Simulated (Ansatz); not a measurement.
## MoP under changes of volume

One of the cells (14.353 Å³/atom); the others are scaled copies at fixed shape and fractional positions:

```
CELL_PARAMETERS angstrom
3.22300 0.00000 0.00000
-1.61150 2.79120 0.00000
0.00000 0.00000 3.19100
ATOMIC_POSITIONS crystal
Mo 0.00000 0.00000 0.00000
P 0.33333 0.66667 0.50000
```

* Program: Ansatz 0.2.0
* Functional: PBEsol
* Potentials or basis: all-electron LAPW, scalar-relativistic
* Cutoff: 275 eV (chosen from the basis error)
* Basis error allowed: 0.0005 eV/atom
* k mesh: 10 × 10 × 8
* Occupations: fermi-dirac, width 0.05 eV
* Spin: no spin polarisation

```csv
volume (Å³/atom),energy over the lowest point (meV/atom),pressure (GPa)
13.492,22.83,12.2
13.779,6.38,6.3
14.066,0.00,1.0
14.353,2.65,-3.8
14.640,13.39,-8.1
14.927,31.37,-11.9
15.214,?,?
```

Question: What does the run at 15.214 Å³/atom give?

Answer: Energy over the lowest point 55.84 meV/atom; pressure -15.3 GPa.

Worked out: A Birch-Murnaghan fit of order 3 (a polynomial in V^(-2/3)) to the other rows has its minimum at 14.12 Å³/atom with B0 = V·E''(V) = 243 GPa and B' = 4.4 at fixed shape and positions, which overstates the stiffness. It gives 55.85 meV/atom at 15.214 Å³/atom, against the run's 55.84, and -dE/dV = -15.3 GPa, against -15.3.

Energies are extrapolated to zero smearing.
